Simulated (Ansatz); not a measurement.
SiO2:

```
Si O
1.0
     0.00000    4.71626    7.36278
     2.35958    0.00000    7.36278
     2.35958    4.71626    0.00000
Si O
4 8
Direct
  0.93677 0.93677 0.56323
  0.68677 0.68677 0.31323
  0.31323 0.31323 0.68677
  0.56323 0.56323 0.93677
  0.06344 0.43656 0.06344
  0.43656 0.06344 0.43656
  0.81344 0.18656 0.81344
  0.18656 0.81344 0.18656
  0.12500 0.62500 0.62500
  0.62500 0.62500 0.62500
  0.62500 0.62500 0.12500
  0.62500 0.12500 0.62500
```

The cell comes from a database or a generator and needn't be the stable form of this composition.

Base run:

- Program: Ansatz 0.2.0
- Functional: LDA
- Potentials or basis: Ansatz PAW
- Cutoff: 420 eV (not typed: the program's choice for these potentials)
- k mesh: 7 × 7 × 7
- Occupations: fermi-dirac, width 0.05 eV
- Spin: no spin polarisation

Its results: band gap on the k mesh 5.53 eV, direct; pressure -1.7 GPa; largest force 0.074 eV/Å.

Question: The run is repeated on the same cell with these changes: functional from LDA to r2SCAN; cutoff from 420 eV (not typed: the program's choice for these potentials) to 500 eV (not typed: the program's choice for these potentials). What comes out?

Answer: Band gap on the k mesh 6.39 eV, direct; pressure 0.1 GPa; largest force 0.066 eV/Å.

r2SCAN gives the wider gap, since meta-GGAs in the generalised Kohn-Sham scheme recover part of the derivative discontinuity.

Caveats: odd divisions of the mesh miss points on the zone boundary, where band edges often lie, so the gap on the mesh can be too wide; the PAW data sets come from PBE, with cores solved anew for the run's functional, which leaves a small shift of forces and pressure.

A k mesh can miss the band edges.
